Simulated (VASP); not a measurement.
Crystal: GaSb.

```
CELL_PARAMETERS angstrom
0.00000 3.05900 3.05900
3.05900 0.00000 3.05900
3.05900 3.05900 0.00000
ATOMIC_POSITIONS crystal
Sb 0.75000 0.75000 0.75000
Ga 0.00000 0.00000 0.00000
```

```yaml
Program: VASP 6.6.1
Task: relaxation of cell and atoms
Functional: B3LYP
Potentials_or_basis: VASP PAW PBE potentials, release 64 (Sb, Ga_d)
Cutoff: 600 eV
k_mesh: 4 × 4 × 4
Occupations: fermi-dirac, width 0.05 eV
Spin: no spin polarisation
```

At the start: pressure 3.0 GPa; volume 28.62 Å³/atom.

Task: Where does the relaxation end?

Result: Over 3 steps the energy falls by 14.9 meV/atom and the volume is 30.29 Å³/atom (+5.8 %); space group F-43m (No. 216, to 0.05 Å).

The path:
```
step  energy change (eV)  largest force (eV/Å)  pressure (GPa)  volume (Å³)
   1              0.0000                0.0000            3.02        57.25
   2             -0.0262                0.0000           -0.95        61.83
   3             -0.0298                0.0000            0.05        60.57
```

Final structure:
```
Sb Ga
1.0
     0.00000    3.11705    3.11705
     3.11705    0.00000    3.11705
     3.11705    3.11705    0.00000
Sb Ga
1 1
Cartesian
  4.6756 4.6756 4.6756
  0.0000 0.0000 0.0000
```

Caveat: the k mesh is coarse (spacing up to 0.44 Å⁻¹), so the values aren't converged, least of all with exact exchange; the PAW data sets were made with another functional, which shifts forces and pressure a little.
